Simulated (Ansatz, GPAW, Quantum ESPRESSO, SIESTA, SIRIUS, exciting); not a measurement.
# MgS: programs and potentials compared

```
CELL_PARAMETERS angstrom
0.00000 2.83312 2.83312
2.83312 0.00000 2.83312
2.83312 2.83312 0.00000
ATOMIC_POSITIONS crystal
S 0.25000 0.25000 0.25000
Mg 0.00000 0.00000 0.00000
```

The cell comes from a database or a generator and needn't be the stable form of this composition.

Alike in all runs: task single point; functional PBEsol; k mesh 8 × 8 × 8; occupations fermi-dirac, width 0.05 eV; no spin polarisation; no spin-orbit coupling. Pressure is positive in compression and, in plane waves, holds the error of the finite cutoff.

| program and potentials | plane-wave cutoff (eV) | notes | band gap (eV) | pressure (GPa) |
| --- | --- | --- | --- | --- |
| SIESTA, files PseudoDojo sr-pbesol-0.4.1-standard, DZP (energy shift 0.003 Ry; two zetas on semicore shells) | - | atomic basis | 3.27 | 1.24 |
| Ansatz, all-electron LAPW, scalar-relativistic | - | - | 3.28 | -0.46 |
| exciting, all-electron LAPW+lo, shipped species files, valence relativity iora* | - | - | 3.28 | - |
| SIRIUS, all-electron FP-LAPW, apw+lo standard | - | - | 3.29 | - |
| Quantum ESPRESSO, GBRV 1.5 PBEsol | 612 | - | 3.28 | -0.54 |
| GPAW, PAW data sets generated for this functional | 800 | - | 3.28 | -0.37 |

The band gap spans 3.27 (SIESTA, files PseudoDojo sr-pbesol-0.4.1-standard, DZP (energy shift 0.003 Ry; two zetas on semicore shells)) to 3.29 eV (SIRIUS, all-electron FP-LAPW, apw+lo standard), with all-electron results at 3.28 to 3.29. The pressure spans -0.54 (Quantum ESPRESSO, GBRV 1.5 PBEsol) to 1.24 GPa (SIESTA, files PseudoDojo sr-pbesol-0.4.1-standard, DZP (energy shift 0.003 Ry; two zetas on semicore shells)), with all-electron results at -0.46. Rows in atomic bases carry the error of their basis and grid, which can be large.

Differences between rows come from potentials, basis sets and numerical settings, since the functional is the same but for its coding. Runs on potential files found faulty are left out.
